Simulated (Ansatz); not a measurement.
Crystal: Co.

```xyz
2
Lattice="2.4720 0.0000 0.0000 -1.2360 2.1408 0.0000 0.0000 0.0000 4.0211" Properties=species:S:1:pos:R:3 pbc="T T T"
Co    1.2360    0.7136    3.0159
Co    0.0000    1.4272    1.0053
```

| Property | Result |
| --- | --- |
| Program | Ansatz 0.2.0 |
| Task | single point |
| Functional | PBEsol |
| Potentials or basis | all-electron LAPW, scalar-relativistic |
| Cutoff | 315 eV (chosen from the basis error) |
| Basis error allowed | 0.001 eV/atom |
| k mesh | 12 × 12 × 7 |
| Occupations | fermi-dirac, width 0.05 eV |
| Spin | collinear spin, ferromagnetic start |
| Starting moments | [2.0, 2.0] μB |

On this cell: pressure -5.8 GPa; largest force under 0.003 eV/Å; net moment 3.20 μB per cell; site moments Co +1.65 μB; band gap on the k mesh none (metal or under the smearing width).

The same run follows on a disturbed copy (atoms moved at random, drawn with an rms of 0.05 Å):

```
Co
1.0
     2.47200    0.00000    0.00000
    -1.23600    2.14081    0.00000
     0.00000    0.00000    4.02114
Co
2
Cartesian
  1.2570 0.6694 2.9866
  0.0418 1.3977 0.9655
```

Question: What does the disturbed cell give?

Answer: The energy (extrapolated to zero smearing) moves by +0.6 meV/atom; pressure -5.8 GPa; largest force 0.091 eV/Å; net moment 3.20 μB per cell; site moments Co +1.65 μB; band gap on the k mesh none (metal or under the smearing width).

Forces on the atoms (eV/Å):
```
Co   0.053  0.038 -0.063
Co  -0.053 -0.038  0.063
```

Stress tensor (GPa, compression positive):
```
-5.15 -0.38 -0.03
-0.38 -4.60 -0.02
-0.03 -0.02 -7.62
```
